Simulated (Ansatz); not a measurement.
# WC at fixed geometry

Aim: for WC, a database entry, slightly rescaled, find gap or metal, charges, bonding, and the stress on the cell. The atoms and the cell stay fixed.

Method: DFT, r2SCAN, no spin polarisation, plane waves, PAW, in Ansatz 0.2.0.

### 1 The system as given

It takes space group P-6m2 (No. 187, hexagonal). Conventional cell: a = 2.878 Å, b = 2.878 Å, c = 2.807 Å, α = 90.00°, β = 90.00°, γ = 120.00°. W (site symmetry -6m2) has 6 C at 2.18 Å as nearest neighbours. Around C (site symmetry -6m2) lie 6 W at 2.18 Å.

Structure file:

```xyz
2
Lattice="2.8779 0.0000 0.0000 -1.4390 2.4924 0.0000 0.0000 0.0000 2.8072" Properties=species:S:1:pos:R:3 pbc="T T T"
W     0.0000    0.0000    0.0000
C     1.4390    0.8308    1.4036
```

Its first density is an earlier solution for the same cell, read from a checkpoint.

### 2 Self-consistent run

File input.yaml:

```yaml
crystal:
  lattice:
    - [2.87793617, 0.0, 0.0]
    - [-1.43896808, 2.49236931, 0.0]
    - [0.0, 0.0, 2.80719815]
  atoms:
    - { symbol: W, position: [0.0, 0.0, 0.0] }
    - { symbol: C, position: [0.66667, 0.33333, 0.5] }
  symmetry: { tolerance: 0.0003 }
kpoints:
  mp_grid: { grid: [13, 13, 12], shift: [0, 0, 0] }
  band_path:
    path:
      - [0.0, 0.0, 0.0]
      - [0.5, 0.0, 0.0]
      - [0.33333333, 0.33333333, 0.0]
      - [0.0, 0.0, 0.0]
      - [0.0, 0.0, 0.5]
      - [0.5, 0.0, 0.5]
      - [0.33333333, 0.33333333, 0.5]
      - [0.0, 0.0, 0.5]
      - [0.5, 0.0, 0.5]
      - [0.5, 0.0, 0.0]
      - [0.33333333, 0.33333333, 0.5]
    npoints: 6
magnetization:
  spin_polarized: false
scf:
  occupations: { method: fermi_dirac, width: 0.0704 }
  lower_state_search: "off"
  max_iter: 200
hamiltonian:
  pseudopotentials: { kind: paw }
  xc: r2scan
basis:
  ecutwfc: 500
  fft_grid_basis: typed
output:
  forces: true
  stress: true
  eigenvalues: true
  bader: true
  populations: true
  elf: true
  write_potential: true
  volumetric_format: npy
  dos:
    e_range: [-12, 8]
    de: 0.05
    projected: { site_lists: { C: [C], W: [W] } }
checkpoint:
  read: saved_state
```

The log of the run (excerpt; [...] marks lines left out):

```text
Warning: the atoms were moved onto the symmetric positions of the space group found under crystal.symmetry.tolerance 3.0e-4 (fractional; no operation is sought that the atoms, as they stand in a round, miss by more than twice it, and no atom is moved by as much as it), and the run uses [...]
Warning: RAYON_NUM_THREADS=1 ignored (pool sized by the plan → 1); use --threads N
[...]
Pseudopotentials: kind: paw
Pseudopotential: W, paw, valence charge 14, recommended cutoff 500 eV (meta_gga), W.paw.azcp
Pseudopotential: C, paw, valence charge 4, recommended cutoff 500 eV (meta_gga), C.paw.azcp
Functional definition: r2SCAN
[...]
Crystal: 2 atoms, lattice volume = 20.136 Å³
Basis set: ecut = 500 eV, 515 PW (Γ), exchange–correlation on 96×96×96 points (64 copies of the dense FFT grid, shifted against one another)
Bands: 13, of which v1, the nominal top of the filled ones, is band 9 counted from 1 (8 counted from 0)
Symmetry: 12 space group operations
Space group: P-6m2 (ITA 187), of the structure as read, at distance tolerance 8.2e-4 Å
k-points: 147 of 2028 (time reversal used)
[...]
SCF iter   1: F=-10649.294631 eV  HF=-10649.292211 eV  |F-HF|=2.42e-3  |Δ(HF+E_count)|=         —  Δρ=2.58e-3  dr2=4.49e-4  dr2_τ=1.32e-2  ethr=2.41e-6  ⟨swp⟩=3.5  Hψ=16042  notcnv=0
[...]
SCF iter   5: F=-10649.294898 eV  HF=-10649.294898 eV  |F-HF|=3.41e-7  |Δ(HF+E_count)|=   1.43e-5  Δρ=3.59e-5  dr2=2.84e-8  dr2_τ=6.82e-8  ethr=5.56e-10  ⟨swp⟩=11.7  Hψ=15050  notcnv=0
[...]
NSCF: frozen V_eff on 61 k-points
SCF converged after 5 iterations
Free energy (F): -10649.294898 eV
[...]
E sigma→0 (E₀):  -10649.292615 eV
Entropy (-TS):   -0.004566 eV (-2.283 meV/atom)
Fermi energy:    21.213386 eV
[...]
--- Forces (eV/Å), atoms counted from 1 ---
  atom   1  W     -0.00000000     0.00000000     0.00000000
  atom   2  C     -0.00000000     0.00000000     0.00000000
[...]
--- Stress (GPa, compression-positive) ---
       14.390609      -0.000000      -0.000000
       -0.000000      14.390609      -0.000000
       -0.000000      -0.000000      15.033594
  P = ⅓ Tr σ = 14.6049 GPa (146.049 kbar)
--- Band table (eV; the first three rows and the last of 147) ---
  k-point 0: bands = ["-54.6142", "-17.9567", "-17.8428", "-17.8428", "5.7236", "16.5297", "17.5712", "17.5712", "21.3014", "24.7578", "24.7578", "27.3198", "27.3198"]
[...]
--- Löwdin populations: 2 sites ---
  site symbol       q [e]
     0      W     13.1782
     1      C      4.7387
  spilling = 0.004616 (of n_electrons = 18.000000)
--- Bader charges: 2 sites ---
  site symbol  charge [e]  shift [e]
     0      W      1.4860     0.0036
     1      C     -1.4860     0.0036
  estimated error of the sums over rays = 5.0e-4 e
```

It took 27 s on 1 thread, shared host; peak memory 0.41 GiB.

### 3 How far from equilibrium

All forces vanish by the symmetry of the sites.

Diagonalising the stress gives 14.39, 14.39, 15.03 GPa, so P = 14.60 GPa (positive in compression).

### 4 The band path (bands.tsv)

bands.tsv at the labelled points (eV, zero at the Fermi level):

| point | band 8 | band 9 | band 10 | band 11 | band 12 | band 13 |
| --- | --- | --- | --- | --- | --- | --- |
| Γ | -3.64 | 0.09 | 3.54 | 3.54 | 6.11 | 6.11 |
| M | -3.86 | -0.54 | 2.58 | 4.91 | 5.29 | 7.46 |
| K | -3.75 | 0.73 | 0.98 | 2.21 | 3.53 | 10.00 |
| Γ | -3.64 | 0.09 | 3.54 | 3.54 | 6.11 | 6.11 |
| A | -2.20 | -0.64 | -0.64 | 3.91 | 4.91 | 4.91 |
| L | -4.45 | 0.28 | 4.79 | 5.71 | 7.26 | 9.99 |
| H | -1.72 | -0.77 | 4.75 | 6.99 | 8.24 | 10.13 |
| A | -2.20 | -0.64 | -0.64 | 3.91 | 4.91 | 4.91 |
| L | -4.45 | 0.28 | 4.79 | 5.71 | 7.26 | 9.99 |
| M | -3.86 | -0.54 | 2.58 | 4.91 | 5.29 | 7.46 |
| H | -1.72 | -0.77 | 4.75 | 6.99 | 8.24 | 10.13 |

The same bands between the corners:

```
distance (1/Å)  band 10  band 11
          0.00     3.54     3.54
          0.42     3.28     4.81
          0.84     2.80     3.98
          1.26     2.58     4.91
          1.50     1.98     4.08
          1.75     1.08     2.89
          1.99     0.98     2.21
          2.47     1.73     2.84
          2.96     3.10     4.52
          3.44     3.54     3.54
          3.82     1.78     1.78
          4.19    -0.08     2.21
          4.56    -0.64     3.91
          4.98     0.34     4.73
          5.40     2.88     5.60
          5.82     4.79     5.71
          6.07     5.33     5.81
          6.31     5.06     6.96
          6.55     4.75     6.99
          7.04     4.67     5.57
          7.52     0.72     4.90
          8.01    -0.64     3.91
          8.43     0.34     4.73
          8.85     2.88     5.60
          9.27     4.79     5.71
          9.64     4.19     4.59
         10.01     3.92     4.53
         10.39     2.58     4.91
         10.83     3.73     4.28
         11.28     4.22     6.11
         11.72     4.75     6.99
```

### 5 Density of states

States per cell by energy window, from dos.tsv and pdos.tsv (tetrahedra; eV from the Fermi level):

| from | to | total | C p | W d |
| --- | --- | --- | --- | --- |
| -8.0 | -7.0 | 0.60 | 0.28 | 0.24 |
| -7.0 | -6.0 | 1.10 | 0.49 | 0.50 |
| -6.0 | -5.0 | 0.65 | 0.30 | 0.31 |
| -5.0 | -4.0 | 1.18 | 0.53 | 0.58 |
| -4.0 | -3.0 | 1.54 | 0.70 | 0.76 |
| -3.0 | -2.0 | 0.94 | 0.46 | 0.43 |
| -2.0 | -1.0 | 1.35 | 0.32 | 0.94 |
| -1.0 | 0.0 | 0.60 | 0.15 | 0.40 |
| 0.0 | 1.0 | 0.18 | 0.01 | 0.16 |
| 1.0 | 2.0 | 0.42 | 0.03 | 0.38 |
| 2.0 | 3.0 | 0.72 | 0.08 | 0.60 |
| 3.0 | 4.0 | 0.78 | 0.17 | 0.54 |

### 6 Atomic charges

Gathered by element (positive charge: electrons given up): Löwdin charges also hold the electrons that the projection spills.

| element | atoms | Bader charge (e) | Bader volume (Å³) | Löwdin charge (e) |
| --- | --- | --- | --- | --- |
| W | 1 | +1.49 | 11.1 | +0.82 |
| C | 1 | -1.49 | 9.1 | -0.74 |

### 7 Maps of the fields

Maps in the plane spanned by a and b at height 0.000 along c (axes of the input's cell), one cell: a runs left to right (9 points from zero), b bottom to top (9 points), 120° apart. These are the smooth PAW fields, not the true ones near the nuclei.

Valence density. Values in e/Å³, 9 rows by 9 columns:
```
5.30 4.32 1.42 0.45 0.35 0.45 1.42 4.32 5.31
3.38 1.42 0.50 0.35 0.35 0.50 1.42 3.38 4.32
0.81 0.45 0.35 0.32 0.35 0.45 0.81 1.37 1.37
0.38 0.35 0.35 0.35 0.35 0.38 0.42 0.45 0.42
0.38 0.45 0.50 0.45 0.38 0.34 0.32 0.32 0.34
0.81 1.42 1.42 0.81 0.42 0.32 0.31 0.32 0.42
3.38 4.32 3.38 1.37 0.45 0.32 0.32 0.45 1.37
5.30 5.31 4.32 1.37 0.42 0.34 0.42 1.37 4.31
3.49 5.30 3.38 0.81 0.38 0.38 0.81 3.38 5.30
```

ELF. Ten even steps from '0' (0.01) to '9' (0.73):
```
596363695
964774699
337973355
367763212
334333223
366322222
999512215
559523259
059333395
```

Atoms within 0.2 Å of the plane, in fractions of a and b: W at (0.00, 1.00).

### 8 Summary of results

```
                                                 quantity                 value
                                            largest force            0.000 eV/Å
                                                 pressure              14.6 GPa
           formation energy (elements from separate runs)         -0.16 eV/atom
                                                character                 metal
density of states, mean within 0.25 eV of the Fermi level  0.22 per eV per cell
                                            Bader charges    W +1.49, C -1.49 e
```

**Reading.** The cell is metallic; within 0.25 eV of the Fermi level the density of states averages 0.22 per eV per cell, mostly W d (77 %) and C p (17 %). W loses most charge (+1.49 e on average) and C gains most (-1.49 e). Against the elements' reference phases (W bcc, C graphite; separate runs with the same functional) the formation energy is -0.16 eV per atom, so it is bound against them, though other compounds may compete. At 14.6 GPa the cell is compressed and would expand.
